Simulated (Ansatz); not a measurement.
Pb:

```
Pb
1.0
     3.48000    0.00000    0.00000
    -1.74000    3.01377    0.00000
     0.00000    0.00000    5.59000
Pb
2
Direct
  0.66667 0.33333 0.75000
  0.33333 0.66667 0.25000
```

This isn't the form of Pb at room conditions, which is fcc.

```yaml
Program: Ansatz 0.2.0
Task: relaxation of cell and atoms
Functional: PBEsol
Potentials_or_basis: all-electron LAPW, scalar-relativistic
Basis_error_allowed: 0.001 eV/atom
k_mesh: 9 × 9 × 5
Occupations: fermi-dirac, width 0.05 eV
Spin: no spin polarisation
```

At the start: volume 29.31 Å³/atom.

Q: Where does the relaxation end?

A: Over 5 steps the energy falls by 15.4 meV/atom and the volume is 29.81 Å³/atom (+1.7 %); space group P6_3/mmc (No. 194, to 0.05 Å).

The path:
```csv
step,energy change (eV),largest force (eV/Å),volume (Å³)
1,0.0000,0.0000,58.63
2,-0.0285,0.0000,60.14
3,-0.0308,0.0000,59.52
4,-0.0308,0.0000,59.63
5,-0.0308,0.0000,59.63
```

Final structure:
```yaml
crystal:
  lattice:
    - [3.43160, 0.00000, 0.00000]
    - [-1.71580, 2.97186, 0.00000]
    - [0.00000, 0.00000, 5.84667]
  atoms:
    - { symbol: Pb, position: [0.66667, 0.33333, 0.75000] }
    - { symbol: Pb, position: [0.33333, 0.66667, 0.25000] }
```
